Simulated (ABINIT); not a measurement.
The system is Co.

```
Co
1.0
     2.47056    0.00000    0.00000
    -1.23528    2.13957    0.00000
     0.00000    0.00000    8.08823
Co
4
Direct
  0.66667 0.33333 0.75000
  0.00000 0.00000 0.50000
  0.33333 0.66667 0.25000
  0.00000 0.00000 0.00000
```

Base run:

```yaml
Program: ABINIT 10.8.3 (patched build)
Functional: PBEsol
Potentials_or_basis: JTH PAW PBE v2.0
Cutoff: 707 eV
k_mesh: 12 × 12 × 4
Occupations: fermi-dirac, width 0.05 eV
Spin: collinear spin, ferromagnetic start
Starting_moments: "[2.0, 2.0, 2.0, 2.0] μB"
```

Its results: band gap on the k mesh none (metal or under the smearing width); pressure -4.8 GPa; net moment 6.59 μB per cell; site moments Co +1.72, +1.70 μB.

Problem. The run is repeated on the same cell with these changes: functional from PBEsol to PBE. What comes out?

Solution. Band gap on the k mesh none (metal or under the smearing width); pressure 5.0 GPa; net moment 6.61 μB per cell; site moments Co +1.74, +1.71 μB.

PBE binds less tightly than PBEsol, so the same cell stands under more pressure.

Caveats: the PAW data sets were made with another functional, which shifts forces and pressure a little (some runs).

Not every run made on this cell is shown here.
